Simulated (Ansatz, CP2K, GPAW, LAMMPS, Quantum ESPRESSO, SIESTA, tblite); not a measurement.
# Free surface of aqueous Ca2+ and SO4 2-, 6.5 mol of salt per kg of water at 360 K (189 atoms) in tblite

Wanted: tblite inputs and outputs for free surface of aqueous Ca2+ and SO4 2-, 6.5 mol of salt per kg of water at 360 K (189 atoms), checked against a plane-wave reference.

Program: tblite 0.8.0. Level of theory: the method is named at each step. Results are calculated unless marked as measured.

### Step 1. The starting structure

The cell holds 189 atoms: 75 O, 6 S, 102 H and 6 Ca. Its edges and angles: a = 10.669 Å, b = 10.669 Å, c = 25.709 Å, α = 90.0°, β = 90.0°, γ = 90.0°. 51 H2O, 6 Ca2+, 6 SO4 2- placed at random, at 1.85 g/cm³, as a film with 12 Å of vacuum; overlaps pushed apart, then 10 ps at 400 K with divalent ions of Li, Roberts, Chakravorty and Merz (J. Chem. Theory Comput. 9, 2733 (2013)); MMFF94 bonds, angles, torsions, charges and radii (Halgren, J. Comput. Chem. 17, 490 (1996)) in harmonic and 12-6 forms; SPC/E water (Berendsen, Grigera and Straatsma, J. Phys. Chem. 91, 6269 (1987)); charges of ions scaled by 0.85. Snapshot after 20 ps at 360 K and fixed volume. Vacuum lies along c.

The yardstick, on the same geometry:

* method: Kohn-Sham DFT, PBE, SSSP efficiency 1.3.0 pseudopotentials, plane waves (Quantum ESPRESSO 7.5); sssp-pbe-1.3.0-efficiency, cutoffs 60/480 Ry, Γ point
* r.m.s. force component: 0.9757 eV/Å
* longest force: 7.064 eV/Å
* gap (highest filled to lowest empty level): 4.004 eV
* time: 24 min on 4 MPI ranks of Arm Neoverse V1, shared host
* CPU time: 1.6 h

### Step 2. GFN1-xTB

Method: GFN1-xTB tight binding, diagonalisation.

The input, run.py:

```python
import numpy as np
from ase.io import read
from tblite.ase import TBLite

atoms = read("structure.xyz")
atoms.calc = TBLite(method="GFN1-xTB", electronic_temperature=580, accuracy=1.0, max_iterations=250, mixer_damping=0.4, verbosity=1)
energy = atoms.get_potential_energy()
forces = atoms.get_forces()
print(f"energy {energy:.6f} eV")
print("forces (eV/A)")
for i, (a, f) in enumerate(zip(atoms, forces)):
    print(f"{i:4d} {a.symbol:2s} {f[0]:10.5f} {f[1]:10.5f} {f[2]:10.5f}")
print("charges (e)")
print(np.array2string(atoms.get_charges(), precision=4, suppress_small=True, max_line_width=110, threshold=100000))
```

The input, structure.xyz:

```xyz
189
Lattice="10.66860 0.00000 0.00000 0.00000 10.66860 0.00000 0.00000 0.00000 25.70910" Properties=species:S:1:pos:R:3 pbc="T T T"
O 8.52485 10.45555 11.22845
S 8.65405 9.77788 12.54141
O 8.26987 10.64129 13.59009
O 7.84334 8.60380 12.65299
O 9.99445 9.29128 12.70235
O 8.29420 8.17706 7.94154
S 7.50845 6.97588 7.83073
O 7.38075 6.35358 9.14421
O 6.19771 7.24035 7.27773
O 8.14932 6.03139 7.01499
O 9.26472 2.32341 18.22338
S 10.50580 2.42807 17.53104
O 0.20558 1.12500 16.91582
O 10.45309 3.47572 16.60731
O 0.90342 2.71548 18.46967
O 4.02889 4.75051 12.36145
S 5.17598 4.98512 13.20959
O 6.15706 5.77993 12.47765
O 4.67893 5.65905 14.43412
O 5.75454 3.77242 13.70604
O 9.55352 1.32749 6.87358
S 0.18201 1.42938 7.47106
O 1.21569 1.88205 6.58204
O 0.24004 2.41644 8.47938
O 0.63083 0.28176 8.19812
O 5.16008 2.94517 7.14456
S 4.63487 3.11331 8.46138
O 5.28533 2.09606 9.26839
O 5.00741 4.40816 8.98456
O 3.19941 2.82846 8.55625
O 1.00167 5.75635 16.94204
H 1.99161 5.64497 16.85540
H 0.55103 4.88078 16.76799
O 9.87347 2.16903 11.14258
H 9.47254 1.26231 11.27344
H 9.42261 2.82355 11.74932
O 5.37868 10.14434 6.88078
H 4.51047 10.33137 6.42136
H 5.53039 9.15665 6.91780
O 0.63884 7.75703 14.51279
H 1.61384 7.71852 14.29400
H 0.16888 8.33026 13.84152
O 0.87664 7.85241 9.94171
H 0.75064 8.63655 9.33395
H 10.66199 7.58239 10.32503
O 9.06223 7.02197 10.99938
H 8.39864 6.78182 10.29084
H 8.58652 7.43761 11.77451
O 3.06050 1.27170 18.67046
H 2.35019 1.94766 18.47456
H 2.74844 0.66167 19.39880
O 1.75509 0.75054 14.94753
H 2.61935 1.24929 15.01231
H 1.23756 0.86885 15.79490
O 6.99028 4.25538 5.73184
H 7.40636 4.96175 6.30439
[... 129 atom lines left out ...]
Ca 7.16887 1.54247 7.21449
Ca 5.18302 6.29661 10.23813
Ca 1.68905 1.39311 10.18852
Ca 7.32677 2.14706 14.18422
```

The run is started by

```sh
$ OMP_NUM_THREADS=1 python run.py > output.txt
```

The log of the run:

```text
------------------------------------------------------------
  cycle        total energy    energy error   density error
------------------------------------------------------------
      1     -421.2234071087  -4.2295660E+02   7.4137312E-01
      2     -426.3771113846  -5.1537043E+00   4.5647765E-01
      3     -418.5859937308   7.7911177E+00   3.7112110E-01
      4     -432.3505420605  -1.3764548E+01   1.2027204E-01
      5     -433.6971581870  -1.3466161E+00   3.2334456E-02
      6     -433.6862343892   1.0923798E-02   3.1678641E-02
      7     -433.7433909052  -5.7156516E-02   2.1772721E-02
      8     -433.8064049373  -6.3014032E-02   2.5446506E-03
      9     -433.8063681469   3.6790468E-05   1.8295771E-03
     10     -433.8065321330  -1.6398612E-04   1.3455845E-03
     11     -433.8067472747  -2.1514170E-04   9.4044787E-05
     12     -433.8067472078   6.6885150E-08   6.7732262E-05
     13     -433.8067477503  -5.4254139E-07   2.4305566E-05
     14     -433.8067477481   2.2110385E-09   2.1227710E-05
     15     -433.8067478004  -5.2237056E-08   4.4205871E-06
------------------------------------------------------------
 total:                                   6.185 sec
energy -11804.482874 eV
forces (eV/A)
   0 O     0.13648   -0.57397    0.14773
   1 S     0.57358    0.21607   -1.97750
   2 O    -0.98810    3.45389    2.56126
   3 O    -2.76481   -2.81151    0.30248
   4 O     2.52739   -0.98246    0.51591
   5 O     1.67307    1.44768   -0.07499
   6 S    -1.57654    0.61952    2.75765
   7 O    -1.18291   -0.42036    1.74769
   8 O    -1.23304    1.15067   -1.58802
   9 O     3.04660   -2.47330   -3.05162
  10 O    -2.94779   -0.13237    1.57136
  11 S     1.23018   -2.49535    0.97077
  12 O    -0.27275    0.12588   -0.40059
  13 O    -0.26659    3.51242   -3.50290
  14 O     1.74235    0.60587    2.36409
  15 O    -1.07714   -0.50072   -1.52821
  16 S    -0.77898    0.77610    0.34907
  17 O     0.69971    0.98711   -0.66089
  18 O     0.13215    1.78932    0.65824
  19 O     1.17851   -3.01421    0.02991
  20 O    -1.95088   -0.43507   -1.06286
  21 S     0.75412    0.80307    0.72226
  22 O     2.05765    0.37970   -4.22940
  23 O    -1.06650    5.12182    4.20363
[...]
181 H    -0.25841    0.64874   -1.68405
 182 H     0.60663   -1.10294    0.44691
 183 Ca    0.28730   -0.16628   -0.41880
 184 Ca   -0.18005   -0.46197    0.74319
 185 Ca    0.25271   -0.34632    0.66989
 186 Ca   -0.05128   -0.04664   -0.04848
 187 Ca   -0.38897    0.01707    0.14310
 188 Ca    0.14184    0.22789   -0.39299
charges (e)
[-0.5193  0.6561 -0.4044 -0.5075 -0.4935 -0.5041  0.6647 -0.4411 -0.5166 -0.4942 -0.5007  0.6653 -0.5261
 -0.4641 -0.5444 -0.4699  0.6555 -0.4389 -0.5654 -0.4018 -0.3955  0.6623 -0.4444 -0.3797 -0.4622 -0.4444
  0.6619 -0.4745 -0.3747 -0.3663 -0.6379  0.3573  0.3565 -0.6247  0.3684  0.3532 -0.5962  0.3364  0.3392
 -0.6178  0.3517  0.3613 -0.6816  0.3544  0.3639 -0.746   0.3714  0.3578 -0.7096  0.3463  0.3179 -0.706
  0.3217  0.3708 -0.7488  0.37    0.3521 -0.6833  0.3522  0.3467 -0.6244  0.3746  0.3642 -0.5827  0.3472
  0.3524 -0.5837  0.3402  0.3382 -0.5893  0.38    0.349  -0.6663  0.3488  0.3129 -0.6201  0.3666  0.3669
 -0.6088  0.3592  0.3567 -0.5795  0.3465  0.3428 -0.714   0.3655  0.3342 -0.6822  0.3136  0.3743 -0.6295
  0.336   0.3807 -0.6889  0.3603  0.3496 -0.69    0.3588  0.3296 -0.6774  0.3454  0.3593 -0.5738  0.3572
  0.3509 -0.6263  0.3326  0.377  -0.6674  0.314   0.3494 -0.566   0.362   0.363  -0.5947  0.3103  0.3407
 -0.671   0.3614  0.3565 -0.6898  0.3299  0.3609 -0.6217  0.3313  0.37   -0.593   0.3567  0.3747 -0.682
  0.3331  0.3571 -0.7039  0.3295  0.3566 -0.6438  0.3472  0.3434 -0.6135  0.3391  0.3684 -0.6306  0.3663
  0.3485 -0.6325  0.3631  0.34   -0.5975  0.3322  0.3554 -0.6979  0.3608  0.3534 -0.5844  0.3558  0.3461
 -0.5791  0.3181  0.3465 -0.6353  0.3439  0.3734 -0.6129  0.3723  0.3749 -0.6334  0.3418  0.3875 -0.6003
  0.3457  0.3507 -0.6543  0.3737  0.3376 -0.7101  0.3568  0.3315 -0.6853  0.3565  0.3436 -0.6545  0.3208
  0.3428  0.6443  0.7077  0.6971  0.7294  0.7402  0.6774]
```

It took 6.8 s on 1 thread of Arm Neoverse V1, shared host; peak memory 0.22 GiB.

Banners, paths, timers and routine set-up lines are dropped from the logs unmarked, and long logs keep their key lines alone; longer cuts are marked.

Numbers from this run, and their distance from the reference:

```
r.m.s. force component                  : 1.002 eV/Å
r.m.s. difference of force components   : 338.6 meV/Å
longest difference of force vectors     : 1357 meV/Å
force difference over r.m.s. force      : 34.7 %
slope of forces against the reference's : 0.9668
correlation of force components         : 0.9417
```

Length of the force difference by element (eV/Å):

| element | atoms | mean | most |
| --- | --- | --- | --- |
| Ca | 6 | 0.52 | 0.68 |
| H | 102 | 0.48 | 0.91 |
| O | 75 | 0.62 | 1.1 |
| S | 6 | 0.86 | 1.4 |

Local excerpt of 13 atoms (numbers count through the whole input) about O24, which bears the longest force; x, y, z are measured from there.

| atom | x | y | z | distance (Å) | bonds | Mulliken charge (e) | Fx | Fy | Fz (eV/Å) |
| --- | --- | --- | --- | --- | --- | --- | --- | --- | --- |
| O24 | 0.00 | 0.00 | 0.00 | 0.00 | 3 | -0.38 | -1.07 | 5.12 | 4.20 |
| S22 | -0.06 | -0.99 | -1.01 | 1.41 | 4 | 0.66 | 0.75 | 0.80 | 0.72 |
| O25 | 0.39 | -2.13 | -0.28 | 2.19 | 2 | -0.46 | 0.61 | -4.83 | 0.64 |
| O23 | 0.98 | -0.53 | -1.90 | 2.20 | 2 | -0.44 | 2.06 | 0.38 | -4.23 |
| O21 | -1.36 | -1.09 | -1.61 | 2.37 | 2 | -0.40 | -1.95 | -0.44 | -1.06 |
| Ca188 | 1.45 | -1.02 | 1.71 | 2.46 | 8 | 0.74 | -0.39 | 0.02 | 0.14 |
| H114 | -2.16 | 0.86 | 0.92 | 2.51 | 1 | 0.36 | -0.93 | 0.18 | -1.12 |
| Ca185 | 1.24 | 1.77 | -1.36 | 2.56 | 7 | 0.71 | -0.18 | -0.46 | 0.74 |
| O34 | -1.04 | -0.25 | 2.66 | 2.87 | 3 | -0.62 | -0.51 | -0.03 | 0.62 |
| H129 | 0.79 | 2.28 | 1.72 | 2.96 | 1 | 0.37 | 0.42 | 0.59 | -0.97 |
| O30 | 2.96 | 0.41 | 0.08 | 2.99 | 3 | -0.37 | -1.69 | 0.68 | -0.43 |
| O112 | -2.83 | 0.99 | 0.19 | 3.00 | 3 | -0.57 | 0.63 | 0.71 | 0.21 |
| O127 | 0.98 | 2.79 | 0.88 | 3.09 | 3 | -0.59 | -0.38 | 0.41 | 0.08 |

Atoms are counted from 1 here, from 0 in the log.

Forces lie 35 % from the reference's, at 0.0012 times its CPU time (on 1 against 4 cores).

### Step 3. What came out

| Item | Value |
| --- | --- |
| force difference from the reference | tblite GFN1-xTB, 35 % |
| its CPU time | 6.8 s |

Tight binding differs by 35 % (tblite GFN1-xTB); it is another model, with fitted parameters of its own, and the xTB methods hold dispersion. One electronic-structure run takes under half the reference's CPU time: tblite GFN1-xTB, at 35 % in 6.8 s against 1.6 h. Periodic xTB results under one method name differ between programs and library versions. The network of contacts between molecules at the start is that of the classical potential that made the cell, and needn't be the one that DFT or experiment would give. The concentration wasn't checked against solubility and may exceed it. The reference's PBE has no dispersion term, which matters for the binding between molecules or layers. The electronic-structure runs sample only Γ, in a cell whose shortest periodic width is 11 Å.

[Also dropped from logs without a mark: logging warnings of Python, and SIESTA's first energy breakdown and zero terms.]

[Logs are printed without paths, hosts, clocks, repeated set-up lines and the standing remarks that a program may print on its own settings, such as how far it seeks lower states.]

[Hosts, paths, dates, database ids (printed as entryN), source tags and the programs' standing remarks are cut or masked in the printed files.]

[The MMFF94 radii named for the starting cell were scaled by 0.96; in molecules described by MMFF94, hydrogen bound to N, O or S took a small fixed 12-6 site in their place.]
